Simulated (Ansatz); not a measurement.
# Thermal properties of MgS from its phonons

Method: Ansatz, DFT PBE, scalar-relativistic, plane waves, PAW. Settings: 420 eV plane-wave cutoff, Γ-centred 8×8×8 mesh, fixed occupations. No spin polarisation. Phonons by linear response, acoustic sum rule imposed.

The cell, relaxed at this level:
```xyz
2
Lattice="0.0000 2.6150 2.6150 2.6150 0.0000 2.6150 2.6150 2.6150 0.0000" Properties=species:S:1:pos:R:3 pbc="T T T"
Mg    0.0000    0.0000    0.0000
S     2.6150    2.6150    2.6150
```

The cell has the rock salt type, in a space group that the Crystallography Open Database lists for this formula; it was reached from a generator's guess.

Force constants from linear response on a 4×4×4 q mesh, interpolated to a fine mesh.

Phonon density of states, in bins of 10 cm⁻¹:
bin centre (cm⁻¹), share of modes (%) and a bar:
```
        5        0.0
       15        0.0
       25        0.0
       35        0.1
       45        0.1
       55        0.2 #
       65        0.2 #
       75        0.4 ##
       85        0.5 ##
       95        0.7 ###
      105        1.0 ####
      115        1.6 #######
      125        2.7 ############
      135        3.5 ###############
      145        4.0 #################
      155        4.6 ####################
      165        6.3 ###########################
      175        6.3 ###########################
      185        3.4 ###############
      195        5.5 ########################
      205        6.0 ##########################
      215        6.2 ###########################
      225        4.3 ###################
      235        6.5 ############################
      245        6.9 ##############################
      255        4.4 ###################
      265        4.9 #####################
      275        3.2 ##############
      285        6.4 ############################
      295        1.6 #######
      305        1.2 #####
      315        1.1 #####
      325        1.1 #####
      335        1.1 #####
      345        1.1 #####
      355        1.1 #####
      365        0.9 ####
      375        0.7 ###
      385        0.3 #
```

Question: What is the zero-point energy per atom?

Answer: 40.2 meV.

Question: How large are the vibrational entropy and heat capacity at 300 K?

Answer: S = 3.17 k_B and C_V = 2.73 k_B per atom, 91 % of the Dulong–Petit value.

Question: Tabulate them against temperature.

Answer:
```tsv
T (K)	F_vib (meV/atom)	S (k_B/atom)	C_V (k_B/atom)
100	38.4	0.73	1.46
200	26.0	2.12	2.44
300	2.9	3.17	2.73
400	-28.0	3.97	2.84
500	-65.1	4.61	2.90
600	-107.2	5.15	2.93
700	-153.5	5.60	2.95
800	-203.5	5.99	2.96
900	-256.7	6.34	2.97
1000	-312.7	6.66	2.97
```
